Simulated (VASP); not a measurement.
# Al32H (a cell with a defect) in VASP: further runs, part 2 of 2

VASP 6.6.1. The steps go on from the part before.

**3. Single point, PBE+D3(BJ)**

Contents of INCAR:

```
ALGO = Fast
EDIFF = 1E-6
ENCUT = 520
GGA = PE
ISIF = 2
ISMEAR = 0
IVDW = 12
LASPH = T
LCHARG = F
LREAL = Auto
LWAVE = F
NBANDS = 70
NELM = 100
PREC = Accurate
SIGMA = 0.15
```

Contents of KPOINTS:

```
k-points
0
Gamma
  2 2 2
```

Contents of POSCAR:

```
Al32H
1.0
    8.1000000000      0.0000000000      0.0000000000
    0.0000000000      8.1000000000      0.0000000000
    0.0000000000      0.0000000000      8.1000000000
Al H
32 1
Direct
    0.5000000000      0.0000000000      0.0000000000
    0.7500000000      0.2500000000      0.0000000000
    0.7500000000      0.0000000000      0.2500000000
    0.0000000000      0.0000000000      0.0000000000
    0.2500000000      0.2500000000      0.0000000000
    0.5000000000      0.5000000000      0.0000000000
    0.7500000000      0.7500000000      0.0000000000
    0.2500000000      0.0000000000      0.2500000000
    0.5000000000      0.2500000000      0.2500000000
    0.7500000000      0.5000000000      0.2500000000
    0.5000000000      0.0000000000      0.5000000000
    0.7500000000      0.2500000000      0.5000000000
    0.7500000000      0.0000000000      0.7500000000
    0.0000000000      0.5000000000      0.0000000000
    0.2500000000      0.7500000000      0.0000000000
    0.0000000000      0.2500000000      0.2500000000
    0.2500000000      0.5000000000      0.2500000000
    0.5000000000      0.7500000000      0.2500000000
    0.0000000000      0.0000000000      0.5000000000
    0.2500000000      0.2500000000      0.5000000000
    0.5000000000      0.5000000000      0.5000000000
    0.7500000000      0.7500000000      0.5000000000
    0.2500000000      0.0000000000      0.7500000000
    0.5000000000      0.2500000000      0.7500000000
    0.7500000000      0.5000000000      0.7500000000
    0.0000000000      0.7500000000      0.2500000000
    0.0000000000      0.5000000000      0.5000000000
    0.2500000000      0.7500000000      0.5000000000
    0.0000000000      0.2500000000      0.7500000000
    0.2500000000      0.5000000000      0.7500000000
    0.5000000000      0.7500000000      0.7500000000
    0.0000000000      0.7500000000      0.7500000000
    0.7514378000      0.7498951000      0.2492844000
```

Potentials or basis: VASP PAW PBE potentials, release 64 (Al, H).

Started as:

```console
> cat potpaw_PBE.64/Al/POTCAR potpaw_PBE.64/H/POTCAR > POTCAR
> mpirun -np 1 vasp_std > vasp.out
```

OUTCAR:

```text
EDIFF = 1E-6
   ENCUT = 520
   GGA = PE
   ISIF = 2
   ISMEAR = 0
   IVDW = 12
   LASPH = T
   LREAL = Auto
   NELM = 100
   PREC = Accurate
 IVDW          = 12

 ion  position               nearest neighbor table
   1  0.500  0.000  0.000-   2 2.86   3 2.86   5 2.86   7 2.86   8 2.86   9 2.86  13 2.86  15 2.86
                            18 2.86  23 2.86  24 2.86  31 2.86
   2  0.750  0.250  0.000-   1 2.86   3 2.86   4 2.86   6 2.86   9 2.86  10 2.86  13 2.86  14 2.86
                            16 2.86  24 2.86  25 2.86  29 2.86
   3  0.750  0.000  0.250-  33 2.03   2 2.86   4 2.86   7 2.86   9 2.86  11 2.86  12 2.86  16 2.86
                            18 2.86  19 2.86  22 2.86  26 2.86   1 2.86
   4  0.000  0.000  0.000-   2 2.86   3 2.86   5 2.86   7 2.86   8 2.86  13 2.86  15 2.86  16 2.86
                            23 2.86  26 2.86  29 2.86  32 2.86
   5  0.250  0.250  0.000-   1 2.86   4 2.86   6 2.86   8 2.86   9 2.86  14 2.86  16 2.86  17 2.86
                            23 2.86  24 2.86  29 2.86  30 2.86
   6  0.500  0.500  0.000-   2 2.86   5 2.86   7 2.86   9 2.86  10 2.86  15 2.86  17 2.86  18 2.86
                            24 2.86  25 2.86  30 2.86  31 2.86
   7  0.750  0.750  0.000-  33 2.02   3 2.86   4 2.86   6 2.86  10 2.86  13 2.86  14 2.86  18 2.86
                            25 2.86  26 2.86  31 2.86  32 2.86   1 2.86
   8  0.250  0.000  0.250-   1 2.86   4 2.86   5 2.86   9 2.86  11 2.86  15 2.86  16 2.86  18 2.86
                            19 2.86  20 2.86  26 2.86  28 2.86
   9  0.500  0.250  0.250-   1 2.86   2 2.86   3 2.86   5 2.86   6 2.86   8 2.86  10 2.86  11 2.86
[... 32 lines left out ...]
                            27 2.86  29 2.86  31 2.86  32 2.86
  26  0.000  0.750  0.250-  33 2.01   4 2.86   7 2.86   8 2.86  10 2.86  14 2.86  15 2.86  17 2.86
                            19 2.86  22 2.86  27 2.86  28 2.86   3 2.86
  27  0.000  0.500  0.500-  10 2.86  12 2.86  16 2.86  17 2.86  20 2.86  22 2.86  25 2.86  26 2.86
                            28 2.86  29 2.86  30 2.86  32 2.86
  28  0.250  0.750  0.500-   8 2.86  11 2.86  17 2.86  18 2.86  19 2.86  21 2.86  23 2.86  26 2.86
                            27 2.86  30 2.86  31 2.86  32 2.86
  29  0.000  0.250  0.750-   2 2.86   4 2.86   5 2.86  12 2.86  13 2.86  14 2.86  19 2.86  20 2.86
                            23 2.86  25 2.86  27 2.86  30 2.86
  30  0.250  0.500  0.750-   5 2.86   6 2.86  14 2.86  15 2.86  20 2.86  21 2.86  24 2.86  27 2.86
                            28 2.86  29 2.86  31 2.86  32 2.86
  31  0.500  0.750  0.750-   1 2.86   6 2.86   7 2.86  11 2.86  13 2.86  15 2.86  21 2.86  22 2.86
                            23 2.86  25 2.86  28 2.86  30 2.86
  32  0.000  0.750  0.750-   4 2.86   7 2.86  13 2.86  14 2.86  15 2.86  19 2.86  22 2.86  23 2.86
                            25 2.86  27 2.86  28 2.86  30 2.86
  33  0.751  0.750  0.249-  26 2.01   7 2.02  10 2.02   3 2.03  22 2.03  18 2.04

  LATTYP: Found a simple cubic cell.
 ALAT       =     8.1000000000

  Lattice vectors:

 A1 = (   8.1000000000,   0.0000000000,   0.0000000000)
 A2 = (   0.0000000000,   8.1000000000,   0.0000000000)
 A3 = (   0.0000000000,   0.0000000000,   8.1000000000)

Analysis of symmetry for initial positions (statically):
=====================================================================
 Subroutine PRICEL returns:
 Original cell was already a primitive cell.

 Routine SETGRP: Setting up the symmetry group for a
 simple cubic supercell.

 Subroutine GETGRP returns: Found  1 space group operations
 (whereof  1 operations were pure point group operations)
 out of a pool of 48 trial point group operations.

The static configuration has the point symmetry C_1 .

Analysis of symmetry for dynamics (positions and initial velocities):
=====================================================================
 Subroutine PRICEL returns:
 Original cell was already a primitive cell.

 Routine SETGRP: Setting up the symmetry group for a
 simple cubic supercell.

[... 21 lines left out ...]
   NELECT =      97.0000    total number of electrons
   NUPDOWN=      -1.0000    fix difference up-down
   EMIN   =  10.00;   EMAX   =-10.00  energy-range for DOS
   EFERMI =   0.00;   METHOD = LEGACY
   ISMEAR =     0;   SIGMA  =   0.15  broadening in eV -4-tet -1-fermi 0-gaus
   EFERMI_NEDOS =   21; number of points for ismear=-14 and -15
   IALGO  =     68    algorithm
   IMIX   =      4    mixing-type and parameters
     AMIX     =   0.40;   BMIX     =  1.00
     AMIX_MAG =   1.60;   BMIX_MAG =  1.00
  volume/ion in A,a.u.               =      16.10       108.68
  Fermi-wavevector in a.u.,A,eV,Ry     =   0.928639  1.754874 11.733269  0.862371
  Thomas-Fermi vector in A             =   2.054837
   LORBIT       =      0    0 simple, 1 ext, 2 COOP (PROOUT), +10 PAW based schemes
   GGA     = PE    functional components
   LHFCALC =     F    Hartree Fock is set to
   AEXX    =    0.0000 exact exchange contribution
   IVDW    =    12    specifies the selected vdW correction
   LEPSILON=     F    determine dielectric tensor
   LRPA    =     F    only Hartree local field effects (RPA)
 non-spin polarized calculation
 RMM-DIIS sequential band-by-band and
 Gauss-broadening in eV      SIGMA  =   0.15
  energy-cutoff  :      520.00
  volume of cell :      531.44
 maximum number of plane-waves:     14400
   NGX = 31   NGY = 31   NGZ = 31

 number of electron      96.9999999 magnetization

 Free energy of the ion-electron system (eV)
  ---------------------------------------------------
  ext. energy  EPLUGINS =         0.00000000
  ---------------------------------------------------
  free energy    TOTEN  =      -122.46417679 eV

  energy without entropy =     -122.15700983  energy(sigma->0) =     -122.31059331

 E-fermi :   7.6170     XC(G=0): -10.1955

 val. band max:        7.6120610516   @ k =   0.0000   0.5000   0.0000
 cond. band min:       7.6406119108   @ k =   0.0000   0.5000   0.0000
 fundamental gap:      0.0285508591
 Fermi energy:         7.6169741772

 k-point     1 :       0.0000    0.0000    0.0000
  band No.  band energies     occupation
      1      -3.3432      2.00000
      2      -1.8618      2.00000
      3      -0.9010      2.00000
      4      -0.9010      2.00000
      5      -0.9010      2.00000
      6      -0.8795      2.00000
[... 493 lines left out ...]
     59      11.2790      0.00000
     60      11.2802      0.00000
 [bands above 60 left out]

------------------------ aborting loop because EDIFF is reached ----------------------------------------

 Edisp (eV)  -10.83344

 E8    (eV) :    -4.8237

  FORCE on cell =-STRESS in cart. coord.  units (eV):
  Direction    XX          YY          ZZ          XY          YZ          ZX
  --------------------------------------------------------------------------------------
  -------------------------------------------------------------------------------------
  Total     -10.93260   -10.93525   -10.93461     0.00002    -0.00000     0.00013
  in kB     -32.95938   -32.96736   -32.96545     0.00006    -0.00001     0.00039
  external pressure =      -32.96 kB  Pullay stress =        0.00 kB

 VOLUME and BASIS-vectors are now :
 -----------------------------------------------------------------------------
  energy-cutoff  :      520.00
  volume of cell :      531.44
      direct lattice vectors                 reciprocal lattice vectors
     8.100000000  0.000000000  0.000000000     0.123456790  0.000000000  0.000000000
     0.000000000  8.100000000  0.000000000     0.000000000  0.123456790  0.000000000
     0.000000000  0.000000000  8.100000000     0.000000000  0.000000000  0.123456790

 POSITION                                       TOTAL-FORCE (eV/Angst)
 -----------------------------------------------------------------------------------
      4.05000      0.00000      0.00000         0.034445     -0.034531      0.034588
      6.07500      2.02500      0.00000        -0.000123     -0.000031      0.051830
      6.07500      0.00000      2.02500        -0.001072      0.281879      0.000534
      0.00000      0.00000      0.00000        -0.034557     -0.034449      0.034507
      2.02500      2.02500      0.00000         0.000299     -0.000022     -0.004627
      4.05000      4.05000      0.00000         0.034443      0.034543      0.034585
[... 25 lines left out ...]
      0.00000      6.07500      6.07500        -0.052440      0.000010     -0.000196
      6.08665      6.07415      2.01920        -0.009950      0.000726      0.004905
 -----------------------------------------------------------------------------------
    total drift:                               -0.000263      0.000021      0.000094

  FREE ENERGIE OF THE ION-ELECTRON SYSTEM (eV)
  ---------------------------------------------------
  free  energy   TOTEN  =      -133.2976163698 eV

  energy  without entropy=     -132.9904494045  energy(sigma->0) =     -133.14403289
```

Wall time 11 min (1 thread of Intel Xeon Platinum 8488C (Sapphire Rapids), shared host); peak memory 0.56 GiB.

What came out:

```
Free energy                : -133.2976 eV
Pressure                   : -3.3 GPa
Largest force              : 0.292 eV/Å
Band gap on the k mesh     : none (metal or under the smearing width)
Dispersion energy per atom : -0.328 eV
```

Forces on the atoms (eV/Å):
```
Al   0.034 -0.035  0.035
Al   0.000  0.000  0.052
Al  -0.001  0.282  0.001
Al  -0.035 -0.034  0.035
Al   0.000  0.000 -0.005
Al   0.034  0.035  0.035
Al  -0.001  0.000 -0.287
Al   0.000 -0.051  0.000
Al   0.050  0.000  0.000
Al  -0.001 -0.283  0.001
Al   0.034 -0.035 -0.034
Al   0.000  0.000 -0.051
Al   0.000 -0.051  0.000
Al  -0.035  0.034  0.034
Al   0.000  0.000  0.052
Al  -0.052  0.000  0.000
Al   0.000  0.051  0.000
Al  -0.274  0.000  0.001
Al  -0.035 -0.035 -0.034
Al   0.000  0.000  0.005
Al   0.034  0.035 -0.034
Al  -0.001  0.000  0.278
Al   0.000  0.005  0.000
Al  -0.005  0.000  0.000
Al   0.000  0.051  0.000
Al   0.292  0.000  0.001
Al  -0.035  0.035 -0.034
Al   0.000  0.000 -0.051
Al   0.005  0.000  0.000
Al   0.000 -0.005  0.000
Al   0.050  0.000  0.000
Al  -0.052  0.000  0.000
H   -0.010  0.001  0.005
```

Caveat: the k mesh is coarse (spacing up to 0.39 Å⁻¹), so the values aren't converged.

**4. Single point, PBE+D3(BJ)**

Contents of INCAR:

```
SYSTEM = Al32H
PREC = Accurate ; ENCUT = 520
EDIFF = 1E-6 ; ISMEAR = 0
SIGMA = 0.15 ; LREAL = Auto
LASPH = .True. ; NELM = 100
ALGO = Fast ; ISIF = 2
LWAVE = .False. ; LCHARG = .False.
GGA = PE ; IVDW = 12
NBANDS = 70
```

Contents of KPOINTS:

```
regular mesh
0
Gamma
  1 1 1
  0 0 0
```

Contents of POSCAR:

```
Al32H
1.0
    8.1000000000      0.0000000000      0.0000000000
    0.0000000000      8.1000000000      0.0000000000
    0.0000000000      0.0000000000      8.1000000000
Al H
32 1
Direct
    0.5009127160     -0.0009134568      0.0009135802
    0.7499845679      0.2499982716      0.0005504938
    0.7499887654      0.0044707407      0.2500055556
   -0.0009165432     -0.0009151852      0.0009161728
    0.2499983951      0.2500003704      0.0000997531
    0.5009129630      0.5009138272      0.0009139506
    0.7499888889      0.7500006173     -0.0045276543
    0.2500274074     -0.0005288889      0.2500075309
    0.5004959259      0.2499981481      0.2500072840
    0.7499887654      0.4955149383      0.2500055556
    0.5009103704     -0.0009104938      0.4990893827
    0.7499849383      0.2499981481      0.4994856790
    0.7499848148     -0.0005295062      0.7499864198
   -0.0009165432      0.5009154321      0.0009160494
    0.2500265432      0.7500008642      0.0005497531
   -0.0005686420      0.2499983951      0.2500076543
    0.2500271605      0.5005341975      0.2500075309
    0.4956159259      0.7500006173      0.2500056790
   -0.0009156790     -0.0009150617      0.4990854321
    0.2499977778      0.2500003704      0.4999087654
    0.5009107407      0.5009109877      0.4990888889
    0.7499886420      0.7500006173      0.5044301235
    0.2499980247     -0.0000949383      0.7500009877
    0.5000862963      0.2500004938      0.7500013580
    0.7499848148      0.5005348148      0.7499865432
    0.0045798765      0.7500006173      0.2500054321
   -0.0009159259      0.5009153086      0.4990853086
    0.2500280247      0.7500008642      0.4994864198
   -0.0001034568      0.2500003704      0.7500007407
    0.2499981481      0.5000961728      0.7500009877
    0.5004956790      0.7500008642      0.7499856790
   -0.0005685185      0.7500008642      0.7499871605
    0.7514266667      0.7498959259      0.2492898765
```

Started as:

```console
> cat potpaw_PBE.64/Al/POTCAR potpaw_PBE.64/H/POTCAR > POTCAR
> mpirun -np 1 vasp_gam > vasp.out
```

Run time: 58 s. Hardware: 1 thread of Intel Xeon Platinum 8488C (Sapphire Rapids), shared host; peak memory 0.47 GiB.

The run converged. Its results:

```
Free energy                : -117.0438 eV
Pressure                   : -7.1 GPa
Largest force              : 0.221 eV/Å
Band gap on the k mesh     : none (metal or under the smearing width)
Dispersion energy per atom : -0.328 eV
```

Forces on the atoms (eV/Å):
```
Al   0.037 -0.038  0.039
Al   0.001  0.000 -0.036
Al   0.003 -0.221 -0.001
Al  -0.039 -0.038  0.039
Al  -0.001  0.000  0.045
Al   0.037  0.038  0.039
Al   0.003  0.000  0.220
Al   0.002  0.036  0.000
Al  -0.037  0.000  0.000
Al   0.003  0.219 -0.002
Al   0.037 -0.038 -0.038
Al   0.001  0.000  0.037
Al   0.001  0.036 -0.001
Al  -0.039  0.038  0.039
Al   0.002  0.000 -0.036
Al   0.035  0.000  0.000
Al   0.002 -0.036  0.000
Al   0.220  0.000 -0.002
Al  -0.039 -0.038 -0.038
Al  -0.001  0.000 -0.050
Al   0.037  0.038 -0.038
Al   0.003  0.000 -0.221
Al  -0.001 -0.048  0.001
Al   0.053  0.000  0.001
Al   0.001 -0.036 -0.001
Al  -0.221  0.000 -0.002
Al  -0.039  0.038 -0.038
Al   0.002  0.000  0.037
Al  -0.042  0.000  0.001
Al  -0.001  0.047  0.001
Al  -0.037  0.000 -0.001
Al   0.035  0.000 -0.001
H   -0.017  0.001  0.009
```

Levels at points of the mesh, in eV from the Fermi level:
```
           k point  band 45  band 46  band 47  band 48  band 49  band 50  band 51  band 52
(0.00, 0.00, 0.00)    -1.00    -0.92    -0.02    -0.02     0.01     0.01     0.01     0.85
```

**5. Single point, PBE+D3(BJ)**

Contents of INCAR:

```
SYSTEM = Al32H
  PREC = Accurate
  ENCUT = 520
  EDIFF = 1E-7
  ISMEAR = 0
  SIGMA = 0.15
  LREAL = Auto
  LASPH = .TRUE.
  NELM = 80
  ALGO = Fast
  ISIF = 2
  LWAVE = .FALSE.
  LCHARG = .TRUE.
  GGA = PE
  IVDW = 12
  LELF = .TRUE.
  LVHAR = .TRUE.
  NBANDS = 70
```

Contents of KPOINTS:

```
Automatic mesh
0
G
  1 1 1
  0 0 0
```

Contents of POSCAR:

```
Al32H
1.0
    8.1000000000      0.0000000000      0.0000000000
    0.0000000000      8.1000000000      0.0000000000
    0.0000000000      0.0000000000      8.1000000000
Al H
32 1
Direct
    0.5055381481     -0.0074643210     -0.0062074074
    0.7426165432      0.2521876543     -0.0024530864
    0.7621749383      0.0079113580      0.2379019753
    0.0007112346     -0.0092075309     -0.0006329630
    0.2664129630      0.2317693827      0.0134781481
    0.5072867901      0.4979407407     -0.0002067901
    0.7482480247      0.7493271605     -0.0017644444
    0.2451360494     -0.0061053086      0.2532654321
    0.5040146914      0.2535212346      0.2529429630
    0.7486186420      0.4963033333      0.2514582716
    0.4859766667      0.0122153086      0.5141006173
    0.7471341975      0.2535213580      0.4960620988
    0.7468125926     -0.0061058025      0.7549428395
   -0.0112203704      0.5098111111      0.0112988889
    0.2464680247      0.7553232099     -0.0031708642
    0.0025313580      0.2521871605      0.2574612346
    0.2464920988      0.4954256790      0.2571039506
    0.4895869136      0.7360055556      0.2374608642
    0.0062866667     -0.0074649383      0.4945388889
    0.2487848148      0.2497671605      0.5012035802
    0.5051923457      0.4921474074      0.4948854321
    0.7626162963      0.7360051852      0.5104903704
    0.2486518519     -0.0006224691      0.7514277778
    0.4988745679      0.2497671605      0.7512939506
    0.7429737037      0.4954241975      0.7535859259
    0.0018435802      0.7493276543      0.2518297531
    0.0002853086      0.4979408642      0.4927903704
    0.2449483951      0.7508679012      0.4960286420
   -0.0134004938      0.2317700000      0.7336653086
    0.2656369136      0.5122701235      0.7344412346
    0.5040477778      0.7508683951      0.7551302469
    0.0032503704      0.7553230864      0.7536107407
    0.6839587654      0.8133443210      0.3161196296
```

Started as:

```console
> cat potpaw_PBE.64/Al/POTCAR potpaw_PBE.64/H/POTCAR > POTCAR
> mpirun -np 1 vasp_gam > vasp.out
```

Run time: 69 s. Hardware: 1 thread of Intel Xeon Platinum 8488C (Sapphire Rapids), shared host; peak memory 0.44 GiB.

It converged, with:

```yaml
Free_energy: -116.7666 eV
Pressure: -5.9 GPa
Largest_force: 0.015 eV/Å
Band_gap_on_the_k_mesh: none (metal or under the smearing width)
Dispersion_energy_per_atom: -0.328 eV
```

Forces on the atoms (eV/Å):
```
Al   0.000  0.001  0.001
Al   0.005 -0.008  0.001
Al   0.003  0.009 -0.003
Al  -0.006  0.000  0.006
Al  -0.006  0.000 -0.001
Al  -0.002  0.002 -0.002
Al   0.008  0.002 -0.002
Al  -0.004  0.003 -0.007
Al   0.005 -0.004  0.005
Al  -0.001  0.003  0.001
Al   0.005 -0.003 -0.005
Al  -0.005 -0.004 -0.005
Al   0.007  0.003  0.004
Al  -0.003  0.001  0.003
Al   0.002  0.002  0.008
Al  -0.001 -0.008 -0.005
Al   0.002  0.003  0.002
Al  -0.006 -0.004  0.006
Al  -0.001  0.001  0.000
Al  -0.010  0.004 -0.002
Al   0.003  0.001 -0.003
Al  -0.006 -0.004  0.006
Al  -0.007 -0.011  0.007
Al   0.002  0.004  0.010
Al  -0.002  0.003 -0.002
Al   0.002  0.002 -0.008
Al   0.002  0.002  0.002
Al   0.004  0.002 -0.004
Al   0.001  0.000  0.006
Al   0.005 -0.007 -0.005
Al   0.004  0.002 -0.004
Al  -0.008  0.002 -0.002
H    0.009  0.003 -0.009
```

Stress tensor (GPa, compression positive):
```
-5.94 -0.19 -0.18
-0.19 -5.88  0.19
-0.18  0.19 -5.94
```

Levels at points of the mesh, in eV from the Fermi level:
```csv
k point,band 46,band 47,band 48,band 49,band 50,band 51,band 52,band 53
"(0.00, 0.00, 0.00)",-0.20,-0.18,-0.18,-0.03,0.36,0.36,0.84,0.85
```

**6. The runs side by side**

| cell | k mesh | mesh quality | gap on the mesh (eV) | pressure (GPa) | largest force (eV/Å) |
| --- | --- | --- | --- | --- | --- |
| P1, 16.1 Å³/atom | 2 × 2 × 2 | coarse | none | -3.3 | 0.29 |
| P1, 16.1 Å³/atom | 1 × 1 × 1 | not flagged | none | -7.1 | 0.22 |
| Cm, 16.1 Å³/atom | 1 × 1 × 1 | not flagged | none | -5.9 | 0.02 |

Some of these runs hold the atoms at other places in the same cell, which the table doesn't show; runs alike in all that it shows share one row.

Alike in all rows: task single point; level PBE+D3(BJ); potentials or basis VASP PAW PBE potentials, release 64 (Al, H); no spin polarisation; cutoff (eV) 520; smearing gaussian 0.15 eV.

Caveats: some runs use coarse meshes.

Total energies depend on the potentials used, so only differences within one code and one set of settings carry meaning.
